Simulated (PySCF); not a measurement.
Hydrogen oxalate, C₂HO₄ (charge -1).
Cartesian coordinates in Å at the PBE0-D3(BJ)/def2-SVP level; atoms count from 1:
```xyz
7
C2HO4 angstrom
O     -1.1260    1.4948   -0.4076
C     -1.0818    0.4047    0.1782
O     -1.9081   -0.2117    0.8606
C      0.2947   -0.3653    0.0268
O      0.5263   -1.5108    0.3382
O      1.2860    0.3849   -0.5148
H      2.0403   -0.2250   -0.5284
```

All values: PBE0/pcSseg-1 and CAM-B3LYP/def2-SVPD (PySCF, non-relativistic), on one gas-phase PBE0-D3(BJ)/def2-SVP geometry that isn't relaxed in the solvent. The solvent is an IEF-PCM continuum (Bondi radii, 1.10 Å for H, scaled by 1.2). The model holds no explicit solvent molecules, cavitation or dispersion.

Gas phase at PBE0/pcSseg-1: HOMO -1.54 eV, LUMO 4.27 eV.

**Question.** What does the continuum do to the energy and the frontier levels at PBE0/pcSseg-1 in tetrahydrofuran and acetone?

**Answer.** 
```csv
solvent,ε,E(solvent) − E(gas) (kcal/mol),polarisation term (kcal/mol),distortion of the solute (kcal/mol),HOMO (eV),LUMO (eV)
tetrahydrofuran,7.426,-58.41,-59.90,1.49,-6.01,0.18
acetone,20.49,-64.83,-66.80,1.97,-6.46,-0.22
```

Polarisation term: ½ Σ q·V over the induced surface charges. Distortion: the rise of the solute's own energy as its density leaves the gas-phase optimum. From tetrahydrofuran to acetone the lowering changes by a factor 1.11, Born's factor 1 − 1/ε by 1.10 and ε itself by 2.8.

**Question.** Which radius a makes Born's formula ΔE = −(q²/2a)(1 − 1/ε) give the value in acetone?

**Answer.** a = q²(1 − 1/ε)/(2|ΔE|) = 2.44 Å, with q = -1 e and |ΔE| = 0.1033 Eh; the farthest nucleus lies 2.11 Å from the centroid of the nuclei. The formula assumes a point charge at the centre of a sphere.

**Question.** Which Hirshfeld charges (PBE0/pcSseg-1) respond most in acetone (means over atoms taken as equivalent)?

**Answer.** 
```
atoms             environment  gas (e)  solvent (e)  change
   H7             acid proton   +0.141       +0.179  +0.038
O1/O3      carboxylate oxygen   -0.426       -0.449  -0.023
   O6    acid hydroxyl oxygen   -0.213       -0.206  +0.007
   C4  carboxylic acid carbon   +0.163       +0.169  +0.006
   O5    acid carbonyl oxygen   -0.325       -0.330  -0.005
   C2      carboxylate carbon   +0.086       +0.086   0.000
```

**Question.** Which Mayer bond orders change most in acetone?

**Answer.** 
```json
{"bond": "C4–O6", "length (Å)": "1.356", "gas": "1.096", "solvent": "1.130", "change": "+0.034"}
{"bond": "C2–C4", "length (Å)": "1.584", "gas": "0.748", "solvent": "0.773", "change": "+0.025"}
{"bond": "O6–H7", "length (Å)": "0.970", "gas": "0.947", "solvent": "0.925", "change": "-0.022"}
{"bond": "C2–O3", "length (Å)": "1.236", "gas": "1.781", "solvent": "1.768", "change": "-0.013"}
{"bond": "O1–C2", "length (Å)": "1.238", "gas": "1.769", "solvent": "1.765", "change": "-0.004"}
{"bond": "C4–O5", "length (Å)": "1.209", "gas": "1.922", "solvent": "1.920", "change": "-0.002"}
```

Gas phase at CAM-B3LYP/def2-SVPD: HOMO -3.58 eV, LUMO 4.45 eV.

**Question.** What does the continuum do to the energy and the frontier levels at CAM-B3LYP/def2-SVPD in acetone?

**Answer.** 
| solvent | ε | E(solvent) − E(gas) (kcal/mol) | polarisation term (kcal/mol) | distortion of the solute (kcal/mol) | HOMO (eV) | LUMO (eV) |
| --- | --- | --- | --- | --- | --- | --- |
| acetone | 20.49 | -63.61 | -66.13 | 2.52 | -8.36 | 0.51 |

The atom shares or the degeneracy of the HOMO differ from the gas phase in acetone, so that column needn't follow one orbital. The atom shares or the degeneracy of the LUMO differ from the gas phase in acetone, so that column needn't follow one orbital.

**Question.** How does the static polarisability (CAM-B3LYP/def2-SVPD, frozen core, with the continuum's full static response) change?

**Answer.** 
```tsv
medium	isotropic (au)	principal values (au)	⟨r²⟩ of the electrons (bohr²)
gas	46.8	31.3, 54.1, 54.9	500.2
acetone	56.9	38.5, 62.0, 70.3	499.3
```

The isotropic value in acetone is 1.22 times the gas-phase one; no cavity-field correction is applied. ⟨r²⟩ is taken about the centre of nuclear charge.
